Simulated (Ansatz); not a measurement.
**Zn at several levels of theory**

One geometry, relaxed with PBE, and single points on it; plane waves with PAW potentials in Ansatz, scalar-relativistic unless the row names spin-orbit coupling. No spin polarisation. Meshes are on the primitive cell of 2 atoms. Gaps are the least over mesh and band path; pressure is positive in compression. Smearing is Gaussian, 0.10 eV.

Space group P6_3/mmc (No. 194). a = 2.633 Å, b = 2.633 Å, c = 5.108 Å, α = 90.00°, β = 90.00°, γ = 120.00°
```tsv
atom	site	symmetry	x	y	z
Zn	2c	-6m2	0.3333	0.6667	0.2500
```

```csv
level,cutoff (eV),k mesh,gap (eV),pressure (GPa),rough cost with bands (core-min)
PBE,420,18×18×8,0,0.0,0.4
r2SCAN,500,18×18×8,0,-3.9,0.7
PBEsol,420,18×18×8,0,-5.0,0.4
```